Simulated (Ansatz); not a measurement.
# Sr: properties at the relaxed cell

The task here is to estimate one member of a computed series from the others.

The COD cell was measured well above room temperature, so it is larger than a cold one.

Computed with Ansatz 0.2.0 (DFT PBEsol, scalar-relativistic, plane waves, PAW, unless a step's input says otherwise).

2 further runs of the same task are left out: 2 set aside as unsound or not needed.

**Starting point**

The structure is cubic, space group Im-3m (No. 229). The conventional cell has a = 4.674 Å, b = 4.674 Å, c = 4.674 Å, α = 90.00°, β = 90.00°, γ = 90.00°. Sr (site symmetry m-3m) is surrounded by 8 Sr at 4.05 Å.

Structure file:

```cif
data_structure
_symmetry_space_group_name_H-M 'P 1'
_symmetry_Int_Tables_number 1
_cell_length_a 4.0476
_cell_length_b 4.0476
_cell_length_c 4.0476
_cell_angle_alpha 109.471
_cell_angle_beta 109.471
_cell_angle_gamma 109.471
_cell_volume 51.05
loop_
_atom_site_label
_atom_site_type_symbol
_atom_site_fract_x
_atom_site_fract_y
_atom_site_fract_z
_atom_site_occupancy
Sr1 Sr 0.00000 0.00000 0.00000 1
```

This cell was relaxed beforehand with the same method: volume 51.05 Å³/atom, gap on the mesh none (metal).

Set-up of the first run:

File input.yaml:

```yaml
crystal:
  lattice:
    - [-2.3368660446, 2.3368660446, 2.3368660446]
    - [2.3368660446, -2.3368660446, 2.3368660446]
    - [2.3368660446, 2.3368660446, -2.3368660446]
  atoms:
    - { symbol: Sr, position: [0.0, 0.0, 0.0] }
basis:
  ecutwfc: 420
kpoints:
  mp_grid: { grid: [12, 12, 12] }
  band_path:
    path:
      - [[0.0, 0.0, 0.0], [0.5, -0.5, 0.5], [0.0, 0.0, 0.5], [0.0, 0.0, 0.0], [0.25, 0.25, 0.25], [0.5, -0.5, 0.5]]
      - [[0.25, 0.25, 0.25], [0.0, 0.0, 0.5]]
    npoints: 14
hamiltonian:
  xc: pbesol
scf:
  occupations: { method: gaussian, width: 0.1 }
  n_extra_bands: 6
output:
  forces: true
  stress: true
  eigenvalues: true
  populations: true
  dos: { projected: true, de: 0.02, nscf_kmesh: { grid: [18, 18, 18] } }
  bader: true
```

On the command line:

```console
$ ansatz run input.yaml --threads 1 --pin off --max-ram 2560MiB --backend cpu --events-out ev --progress --plain --runs-dir out
```

Steps of the session up to this table: Bands, states and charges; Volume × 0.97; Volume × 1.03; Point at V/V0 = 0.94; Point at V/V0 = 1.06.

One of the session's tables, all rows but one given; the rest of the session is left out.

It belongs to the step «Fit of the equation of state». 

```
volume (Å³/atom)  energy above the lowest point (meV/atom)  pressure (GPa)
          47.983                                       7.1            0.83
          49.515                                       1.4            0.37
          51.046                                       0.0           -0.03
          52.577                                         ?               ?
          54.109                                       7.5           -0.69
```

**Question.** Estimate the row for volume (Å³/atom) = 52.577.

Worked estimate for «energy above the lowest point (meV/atom)». A straight line through the neighbours (51.046, 0.0) and (54.109, 7.5) gives 0.0 + (7.5 − 0.0) × (52.577 − 51.046) / (54.109 − 51.046) = 3.7; a parabola fitted to 3 rows on both sides gives 2.0.

As computed: energy above the lowest point (meV/atom): 2.2; pressure (GPa): -0.38. In «energy above the lowest point (meV/atom)» the line misses by +1.5 and the parabola by -0.2.
